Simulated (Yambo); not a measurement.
# SrCl2 in Yambo: convergence with bands in self energy

SrCl2:

```
Sr Cl
1.0
     0.00000    3.48835    3.48835
     3.48835    0.00000    3.48835
     3.48835    3.48835    0.00000
Sr Cl
1 2
Direct
  0.00000 0.00000 0.00000
  0.75000 0.75000 0.75000
  0.25000 0.25000 0.25000
```

| Quantity | Value |
| --- | --- |
| Program | Yambo 5.3.0 |
| Task | G0W0 quasiparticle levels |
| Functional | PBEsol |
| Potentials or basis | PseudoDojo 0.4.1 SR PBEsol standard |
| Cutoff | 925 eV |
| Density cutoff | 3701 eV |
| k mesh | 4 × 4 × 4 |
| Occupations | fixed |
| Spin | no spin polarisation |
| k mesh of the self-consistent run | 8 × 8 × 8 |
| Random integration of the Coulomb term | yes |
| Direction of the field or of q to 0 | x + y + z |
| Broadening | 0.1 eV |
| States corrected | Γ and the k points of the band edges |
| Frequency dependence of W | plasmon pole |
| Terminator of the band sum in the self-energy | none |
| Quasiparticle equation | linearised (Newton) |
| Imaginary frequency of the plasmon-pole fit | 27.2114 eV |
| Bands in the response | 132 |
| Bands in the self-energy | 32 |
| Cutoff of the response matrix | 5 Ry |
| Cutoff of exchange and Vxc | 68 Ry |
| Bands corrected (first, last) | [12, 13] |

These are the settings of the first run; the series varies bands in self energy, with any setting tied to it.

```
bands in self energy  quasiparticle gap at the points computed (eV)
                  32                                          7.349
                  52                                          7.440
                  92                                          7.484
                 132                                          7.504
```

Against the tightest run, the quasiparticle gap at the points computed stays within 0.05 eV from 92 on. The tightest run that finished is the yardstick and may itself not be fully converged.

Caveat, for the tightest run too: this version prints the column dSc/dw multiplied by 27.2.
